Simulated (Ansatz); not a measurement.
# Sr: how the axes shrink under pressure

Sr, P6_3/mmc, a = 4.306 Å, c = 7.117 Å. This isn't the element's structure at ambient conditions. Ansatz: r2SCAN, PAW, 500 eV, Γ-centred 12×12×6 mesh on 2 atoms, Gaussian smearing 0.10 eV; no spin polarisation. Cell and atoms are relaxed at each pressure, and no other structure is tried, so the rows at high pressure may lie past a change of phase. y = 100 ln(c/c0) with c0 = 7.1170 Å, so nearly a change in per cent. The pressures are the targets, met within 0.01 GPa.

| P (GPa) | y | 100 ln(a/a0) |
| --- | --- | --- |
| -2.0 | ? | ? |
| 0.0 | 0.00 | 0.00 |
| 2.0 | -4.19 | -4.73 |
| 5.0 | -8.92 | -10.05 |
| 10.0 | -14.16 | -16.00 |
| 20.0 | -22.22 | -23.39 |

Fit y = c1 P + c2 P² to the other rows, give the linear compressibility along c, and predict the missing y.

Least squares on the rows shown. y = −1.8579 P + 0.037646 P². The linear compressibility along c is −c1/100 = 18.58 per TPa, against 21.57 along a from the same fit to the last column (its missing entry is 8.59): the crystal is softer along a at low pressure. The runs next to zero pressure give 28.88 and 33.42, so a parabola over the whole range misstates the start. With a term in P³ added, the coefficient of P becomes -2.307, 24 % more, which shows how far this figure hangs on the form. At P = -2.0 the fit asked for gives 3.87. The run gave 7.33, so the fit is 3.46 too low, 12 % of the span of the series, against an rms of 0.54 on the fitted rows. The row lies outside the fitted range. With a term in P³ added, a fit to the same known rows predicts 5.11, which recovers part of the miss; the known rows don't hold the rest.

The mesh isn't the same in all rows (12×12×6, 12×12×8, 15×15×8).